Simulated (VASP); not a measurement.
Set up this calculation in VASP 6.6.1, as the native input.

```yaml
Task: relaxation of the atoms
Functional: PBE
Dispersion: D3(BJ)
Potentials_or_basis: VASP PAW PBE potentials, release 64 (Ge_d, H)
Cutoff: 400 eV
k_mesh: 1 × 1 × 1
Occupations: gaussian, width 0.05 eV
Spin: no spin polarisation
Atoms_held_fixed_from_0: "[40, 41, 42, 43, 44, 45, 46, 47, 48, 49, 50, 51, 52, 53, 54, 55, 56, 57, 58, 59, 60, 61, 62, 63]"
Further_INCAR_settings: LREAL = Auto; ALGO = Fast; EDIFF = 1e-06; ISYM = 0; IBRION = 2; EDIFFG = -0.03; NSW = 120
```

The structure of Ge8H3 lies in POSCAR:

```
Ge8H3
1.0
    8.0016203359      8.0016203359      0.0000000000
   -8.0016203359      8.0016203359      0.0000000000
    0.0000000000      0.0000000000     23.7419000000
Ge H
48 18
Selective dynamics
Direct
    0.7005149941      0.2994850059      0.4246458792  T T T
    0.7994850059      0.7005149941      0.4246458792  T T T
    0.0494850059      0.9505149941      0.4385453565  T T T
    0.2994850059      0.2005149941      0.4246458792  T T T
    0.9505149941      0.5494850059      0.4524448338  T T T
    0.2005149941      0.7994850059      0.4385453565  T T T
    0.4505149941      0.0494850059      0.4524448338  T T T
    0.5494850059      0.4505149941      0.4524448338  T T T
    0.8750000000      0.3750000000      0.3831791053  T T T
    0.8750000000      0.8750000000      0.3831791053  T T T
    0.1250000000      0.1250000000      0.3831791053  T T T
    0.3750000000      0.3750000000      0.3831791053  T T T
    0.1250000000      0.6250000000      0.3831791053  T T T
    0.3750000000      0.8750000000      0.3831791053  T T T
    0.6250000000      0.1250000000      0.3831791053  T T T
    0.6250000000      0.6250000000      0.3831791053  T T T
    0.0000000000      0.2500000000      0.3236008913  T T T
    0.0000000000      0.7500000000      0.3236008913  T T T
    0.2500000000      0.0000000000      0.3236008913  T T T
    0.5000000000      0.2500000000      0.3236008913  T T T
    0.2500000000      0.5000000000      0.3236008913  T T T
    0.5000000000      0.7500000000      0.3236008913  T T T
    0.7500000000      0.0000000000      0.3236008913  T T T
    0.7500000000      0.5000000000      0.3236008913  T T T
    0.8750000000      0.1250000000      0.2640226772  T T T
    0.8750000000      0.6250000000      0.2640226772  T T T
    0.1250000000      0.8750000000      0.2640226772  T T T
    0.3750000000      0.1250000000      0.2640226772  T T T
    0.1250000000      0.3750000000      0.2640226772  T T T
    0.3750000000      0.6250000000      0.2640226772  T T T
    0.6250000000      0.8750000000      0.2640226772  T T T
    0.6250000000      0.3750000000      0.2640226772  T T T
    0.7500000000      0.2500000000      0.2044444632  T T T
    0.7500000000      0.7500000000      0.2044444632  T T T
    0.0000000000      0.0000000000      0.2044444632  T T T
    0.2500000000      0.2500000000      0.2044444632  T T T
    0.0000000000      0.5000000000      0.2044444632  T T T
    0.2500000000      0.7500000000      0.2044444632  T T T
    0.5000000000      0.0000000000      0.2044444632  T T T
    0.5000000000      0.5000000000      0.2044444632  T T T
    0.8750000000      0.3750000000      0.1448662491  F F F
    0.8750000000      0.8750000000      0.1448662491  F F F
    0.1250000000      0.1250000000      0.1448662491  F F F
    0.3750000000      0.3750000000      0.1448662491  F F F
    0.1250000000      0.6250000000      0.1448662491  F F F
    0.3750000000      0.8750000000      0.1448662491  F F F
    0.6250000000      0.1250000000      0.1448662491  F F F
    0.6250000000      0.6250000000      0.1448662491  F F F
    0.9510221023      0.2989778977      0.1052990704  F F F
    0.7989778977      0.4510221023      0.1052990704  F F F
    0.9510221023      0.7989778977      0.1052990704  F F F
    0.7989778977      0.9510221023      0.1052990704  F F F
    0.2010221023      0.0489778977      0.1052990704  F F F
    0.0489778977      0.2010221023      0.1052990704  F F F
    0.4510221023      0.2989778977      0.1052990704  F F F
    0.2989778977      0.4510221023      0.1052990704  F F F
    0.2010221023      0.5489778977      0.1052990704  F F F
    0.0489778977      0.7010221023      0.1052990704  F F F
    0.4510221023      0.7989778977      0.1052990704  F F F
    0.2989778977      0.9510221023      0.1052990704  F F F
    0.7010221023      0.0489778977      0.1052990704  F F F
    0.5489778977      0.2010221023      0.1052990704  F F F
    0.7010221023      0.5489778977      0.1052990704  F F F
    0.5489778977      0.7010221023      0.1052990704  F F F
    0.2334392888      0.7665607112      0.4981484437  T T T
    0.0165607112      0.9834392888      0.4981484437  T T T
```

The cell was built by a generator and needn't be a form met in nature.

The input as run:

INCAR

```
PREC = Accurate
ENCUT = 400
EDIFF = 1E-6
ISMEAR = 0
SIGMA = 0.05
LREAL = Auto
LASPH = True
NELM = 80
ALGO = Fast
ISIF = 2
LWAVE = False
LCHARG = False
GGA = PE
IVDW = 12
IBRION = 2
NSW = 120
EDIFFG = -0.03
ISYM = 0
LUSENCCL = False
```

KPOINTS

```
regular mesh
0
Gamma
  1 1 1
```

Potentials or basis: VASP PAW PBE potentials, release 64 (Ge_d, H).

Run with:

```sh
$ cat potpaw_PBE.64/Ge_d/POTCAR potpaw_PBE.64/H/POTCAR > POTCAR
$ mpirun -np 1 vasp_gam > vasp.out
```

It gave:

| Item | Value |
| --- | --- |
| Energy gained by relaxing | 26.5 meV/atom |
| Ionic steps | 20 |
| Band gap on the k mesh | 0.42 eV, direct |
| Dispersion energy per atom | -0.175 eV |

It took 47 min on 1 × NVIDIA H100 80GB with 1 thread of AMD EPYC 7R13 Processor (Zen 3), on a shared host, peak memory 2.3 GiB.
